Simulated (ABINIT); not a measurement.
# Ga (P6/mmm) in ABINIT: a series of runs

Runs on Ga. Level: PBE. Tasks: single point.

All numbers are computed with ABINIT 10.8.3 (patched build); they aren't measurements. Logs are shortened: lines on timing, memory, paths and dates and some standing lists are left out, and cuts for length are marked. The log counts tension as positive stress, the text compression.

## Step 1: The crystal as given

The structure is hexagonal, space group P6/mmm (No. 191). Conventional cell: a = 4.449 Å, b = 4.449 Å, c = 2.765 Å, α = 90.00°, β = 90.00°, γ = 120.00°. Around Ga (site symmetry -6m2) lie 5 Ga at 2.57 to 2.77 Å.

The cell was built by a generator and needn't be a form met in nature.

## Step 2: Single point, PBE

Contents of run.abi:

```
# Pseudopotentials
pp_dirpath "./"
pseudos "Ga.upf"

# Structure
acell 8.4082796997 8.408294156 5.2254706798
rprim
     1.0000000000     0.0000000000     0.0000000000
    -0.5000002641     0.8660252513     0.0000000000
     0.0000000000     0.0000000000     1.0000000000
ntypat 1
znucl 31
natom 2
typat 1 1
xcart
    -0.0000255807     2.5689195112     1.3826000000
     2.2247555807     1.2844404888     1.3826000000 Angstrom

# Plane-wave basis
ecut 40.0

# k points
kptopt 1
ngkpt 7 7 10
nshiftk 1
shiftk 0.0 0.0 0.0

# Exchange and correlation
ixc 11

# Bands and occupations
nband 17
occopt 3
tsmear 0.05 eV

# SCF cycle
nstep 100
tolvrs 1.0e-10

# Output
iomode 3
prtwf 0
prtden 0
prteig 0
prtebands 0
enunit 1
```

Potentials or basis: PseudoDojo NC SR PBE v0.4.1 standard.

Run with:

```
$ abinit run.abi > log 2>&1
```

run.abo:

```text
.Version 10.8.3 of ABINIT
 Symmetries : space group Cm m m (# 65); Bravais oC (1-face-center ortho.)
================================================================================
 Values of the parameters that define the memory need of the present run
     intxc =       0    ionmov =       0      iscf =       7    lmnmax =       6
     lnmax =       6     mgfft =      48  mpssoang =       3    mqgrid =    3001
     natom =       2  nloc_mem =       1    nspden =       1   nspinor =       1
    nsppol =       1      nsym =       8    n1xccc =    2501    ntypat =       1
    occopt =       3   xclevel =       2
       mpw =        3894          nfft =       69120          nkpt =          96
================================================================================
================================================================================

--------------------------------------------------------------------------------
------------- Echo of variables that govern the present computation ------------
--------------------------------------------------------------------------------
 -outvars: echo values of preprocessed input variables --------
            acell      8.4082869278E+00  8.4082869278E+00  5.2254706798E+00 Bohr
              amu      6.97230000E+01
             ecut      4.00000000E+01 Hartree
           enunit           1
                       outvar_i_n : Printing only first  50 k-points.
              ixc          11
                       outvar_i_n : Printing only first  50 k-points.
         kptrlatt        7    0    0      0    7    0      0    0   10
          kptrlen      5.22547068E+01
            natom           2
            nband          17
            ngfft          48      48      30
             nkpt          96
            nstep         100
             nsym           8
           ntypat           1
                       prtocc : prtvol=0, do not print more k-points.
           occopt           3
           prtden           0
        prtebands           0
           prteig           0
            prtwf           0
            rprim      1.0000000000E+00  1.4889468191E-06  0.0000000000E+00
                      -5.0000155357E-01  8.6602450683E-01  0.0000000000E+00
                       0.0000000000E+00  0.0000000000E+00  1.0000000000E+00
          spgroup          65
           tolvrs      1.00000000E-10
           tsmear      1.83746611E-03 Hartree
            typat      1  1
                       outvars : Printing only first  50 k-points.
           xangst     -2.6855718322E-05  2.5689173028E+00  1.3826000000E+00
                       2.2247568557E+00  1.2844426972E+00  1.3826000000E+00
            xcart     -5.0749952544E-05  4.8545501424E+00  2.6127353417E+00
                       4.2041811540E+00  2.4272449221E+00  2.6127353417E+00
             xred      3.3333000024E-01  6.6667000046E-01  5.0000000034E-01
                       6.6667000047E-01  3.3333000024E-01  5.0000000034E-01
            znucl       31.00000

[... 94 lines left out ...]
 Integrated electronic density in atomic spheres:
 ------------------------------------------------
 Atom  Sphere_radius  Integrated_density
    1        2.00000         10.80946942
    2        2.00000         10.80946942
================================================================================

 ----iterations are completed or convergence reached----

 Mean square residual over all n,k,spin=   71.454E-08; max=  38.205E-05
 reduced coordinates (array xred) for    2 atoms
       0.333330000241      0.666670000461      0.500000000341
       0.666670000467      0.333330000235      0.500000000341
 rms dE/dt=  3.1104E-05; max dE/dt=  3.8095E-05; dE/dt below (all hartree)
    1      -0.000038094564      0.000038094564      0.000000000000
    2       0.000038094564     -0.000038094564      0.000000000000

 cartesian coordinates (angstrom) at end:
    1     -0.00002685571832     2.56891730280018     1.38260000000000
    2      2.22475685571832     1.28444269719982     1.38260000000000

 cartesian forces (hartree/bohr) at end:
    1      0.00000453060137    -0.00000261573400    -0.00000000000000
    2     -0.00000453060137     0.00000261573400    -0.00000000000000
 frms,max,avg= 3.0203980E-06 4.5306014E-06   0.000E+00  0.000E+00  0.000E+00 h/b

 cartesian forces (eV/Angstrom) at end:
    1      0.00023297288943    -0.00013450645055    -0.00000000000000
    2     -0.00023297288943     0.00013450645055    -0.00000000000000
 frms,max,avg= 1.5531511E-04 2.3297289E-04   0.000E+00  0.000E+00  0.000E+00 e/A
 length scales=  8.408286927831  8.408286927831  5.225470679800 bohr
              =  4.449473821923  4.449473821923  2.765199998116 angstroms
 Fermi (or HOMO) energy (eV) =   3.45928   Average Vxc (eV)=  -9.62096
 Eigenvalues (   eV  ) for nkpt=  96  k points:
 kpt#   1, nband= 17, wtk=  0.00204, kpt=  0.0000  0.0000  0.0000 (reduced coord)
 -11.66132  -11.44122  -11.43028  -11.43026  -11.30407  -11.30405  -11.27813  -11.27812
 -11.15793  -11.15792   -6.54935    1.98235    2.91037    2.91063    6.65884    6.65917
   9.61872
 prteigrs : prtvol=0 or 1, do not print more k-points.

--- !EnergyTerms
iteration_state     : {dtset: 1, }
comment             : Components of total free energy in Hartree
kinetic             :  1.25157412725221E+02
hartree             :  4.95175240232567E+01
xc                  : -4.18204996668497E+01
Ewald energy        : -8.40118255372004E+01
psp_core            :  4.01351799425247E+00
local_psp           : -1.29532315899877E+02
non_local_psp       : -7.62599252847973E+01
internal            : -1.52936111645995E+02
'-kT*entropy'       : -2.27324574271738E-04
total_energy        : -1.52936338970569E+02
total_energy_eV     : -4.16160979077443E+03
band_energy         : -8.50464588202607E+00
...

 Cartesian components of stress tensor (hartree/bohr^3)
  sigma(1 1)= -2.01507409E-05  sigma(3 2)=  0.00000000E+00
  sigma(2 2)= -2.01863734E-05  sigma(3 1)=  0.00000000E+00
  sigma(3 3)=  2.60667685E-05  sigma(2 1)= -3.08583881E-08

-Cartesian components of stress tensor (GPa)         [Pressure=  1.3995E-01 GPa]
- sigma(1 1)= -5.92855266E-01  sigma(3 2)=  0.00000000E+00
- sigma(2 2)= -5.93903609E-01  sigma(3 1)=  0.00000000E+00
- sigma(3 3)=  7.66910808E-01  sigma(2 1)= -9.07885123E-04

== END DATASET(S) ==============================================================
================================================================================

 -outvars: echo values of variables after computation  --------
            acell      8.4082869278E+00  8.4082869278E+00  5.2254706798E+00 Bohr
           etotal     -1.5293633897E+02
            fcart      4.5306013683E-06 -2.6157340041E-06 -0.0000000000E+00
                      -4.5306013683E-06  2.6157340041E-06 -0.0000000000E+00
            rprim      1.0000000000E+00  1.4889468191E-06  0.0000000000E+00
                      -5.0000155357E-01  8.6602450683E-01  0.0000000000E+00
                       0.0000000000E+00  0.0000000000E+00  1.0000000000E+00
           strten     -2.0150740915E-05 -2.0186373382E-05  2.6066768540E-05
                       0.0000000000E+00  0.0000000000E+00 -3.0858388109E-08
           xangst     -2.6855718322E-05  2.5689173028E+00  1.3826000000E+00
                       2.2247568557E+00  1.2844426972E+00  1.3826000000E+00
             xred      3.3333000024E-01  6.6667000046E-01  5.0000000034E-01
                       6.6667000047E-01  3.3333000024E-01  5.0000000034E-01
 Calculation completed.
```

Run time: 2.7 min. Hardware: 1 thread of Arm Neoverse V2, shared host; peak memory 0.17 GiB.

What came out:

* Free energy: -4161.6098 eV
* Pressure: 0.1 GPa
* Band gap on the k mesh: none (metal or under the smearing width)
* Valence electrons inside the program's atomic spheres: Ga 10.81 (radii [1.0584] Å)

Levels at points of the mesh, in eV from the Fermi level:
```
           k point  band 9  band 10  band 11  band 12  band 13  band 14  band 15  band 16  band 17
(0.00, 0.00, 0.00)  -14.62   -14.62   -10.01    -1.48    -0.55    -0.55     3.20     3.20     6.16
(0.00, 0.00, 0.50)  -14.71   -14.49    -5.89    -3.69     2.52     2.52     2.79     3.57     6.71
```

## Step 3: Single point, PBE

Changes to run.abi since step 2:

```diff
@@ -19,3 +19,3 @@
 # Plane-wave basis
-ecut 40.0
+ecut 57.0
 
@@ -31,3 +31,3 @@
 # Bands and occupations
-nband 17
+nband 26
 occopt 3
```

Potentials or basis: PseudoDojo NC SR PBE v0.4 stringent.

Run with:

```
$ abinit run.abi > log 2>&1
```

It took 9.1 min on 1 thread of Arm Neoverse V2, shared host; peak memory 0.34 GiB.

Results (log left out):

* Free energy: -13514.4980 eV
* Pressure: 0.1 GPa
* Band gap on the k mesh: none (metal or under the smearing width)
* Valence electrons inside the program's atomic spheres: Ga 18.80 (radii [1.0584] Å)

Stress tensor (GPa, compression positive):
```
 0.49  0.00  0.00
 0.00  0.49  0.00
 0.00  0.00 -0.81
```

Levels at points of the mesh, in eV from the Fermi level:
| k point | band 18 | band 19 | band 20 | band 21 | band 22 | band 23 | band 24 | band 25 |
| --- | --- | --- | --- | --- | --- | --- | --- | --- |
| (0.00, 0.00, 0.00) | -14.60 | -10.01 | -1.48 | -0.55 | -0.55 | 3.20 | 3.20 | 6.16 |
| (0.00, 0.00, 0.50) | -14.47 | -5.89 | -3.68 | 2.52 | 2.52 | 2.78 | 3.58 | 6.71 |
